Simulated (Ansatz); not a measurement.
# Two states of Eu

```yaml
crystal:
  lattice:
    - [1.85078, 3.20564, 0.00000]
    - [-1.85078, 3.20564, 0.00000]
    - [0.00000, 0.00000, 5.80431]
  atoms:
    - { symbol: Eu, position: [0.33333, 0.33333, 0.75000] }
    - { symbol: Eu, position: [0.66667, 0.66667, 0.25000] }
```

The numbers come from plane-wave PAW DFT (Ansatz): PBE, with U_eff = 2.07 eV on Eu f (all-electron-ortho-atomic projectors), 420 eV, 7×7×4 Γ-centred k points, cold occupations (width 0.1391 eV). Nothing was relaxed.

State A: Eu1 up, Eu2 up (collinear spin). State B: Eu1 up, Eu2 down (collinear spin).

**Question.** Which state is lower, and how do they differ?

**Answer.** State A is lower by 46.8 meV an atom at zero smearing; in free energy at this smearing B lies +49.1 meV an atom from A.

```tsv
state	free energy (meV/atom)	largest moment in a small sphere (μB)	net moment (μB/cell)	gap on mesh (eV)	pressure (GPa)	largest force (eV/Å)
A	0.0	7.25	15.38	metal	5.1	0.00
B	49.1	7.00	0.00	metal	5.3	0.00
```

Origin: a known structure type with other elements, at an estimated volume, so it need not be a known compound.
